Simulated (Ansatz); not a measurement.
Sc:

```xyz
1
Lattice="3.2020 0.0000 0.0000 1.5021 2.8441 0.0000 1.5490 0.9264 2.6742" Properties=species:S:1:pos:R:3 pbc="T T T"
Sc    0.0000    0.0000    0.0000
```

This isn't the form of Sc at room conditions, which is hcp.

- Program: Ansatz 0.2.0
- Task: relaxation of cell and atoms
- Functional: PBEsol
- Potentials or basis: Ansatz PAW
- Cutoff: 420 eV (not typed: the program's choice for these potentials)
- k mesh: 10 × 10 × 10
- Occupations: fermi-dirac, width 0.05 eV
- Spin: no spin polarisation

At the start: volume 24.35 Å³/atom.

Where does the relaxation end?

It ends after 5 steps and the volume is 23.61 Å³/atom (-3.1 %); space group Fm-3m (No. 225, to 0.05 Å).

The path:
| step | energy change (eV) | largest force (eV/Å) | volume (Å³) |
| --- | --- | --- | --- |
| 1 | 0.0000 | 0.0000 | 24.35 |
| 2 | -0.0081 | 0.0000 | 23.55 |
| 3 | -0.0088 | 0.0000 | 23.57 |
| 4 | -0.0089 | 0.0000 | 23.61 |
| 5 | -0.0088 | 0.0000 | 23.61 |

Final structure:
```
Sc
1.0
     3.21832    0.05473    0.01460
     1.55840    2.81643    0.01986
     1.58494    0.94777    2.64053
Sc
1
Direct
  0.00000 0.00000 0.00000
```

Caveat: the plane-wave basis is chosen anew once the cell has moved, so the energies of steps on either side of that aren't comparable; the PAW data sets come from PBE, with cores solved anew for the run's functional, which leaves a small shift of forces and pressure.
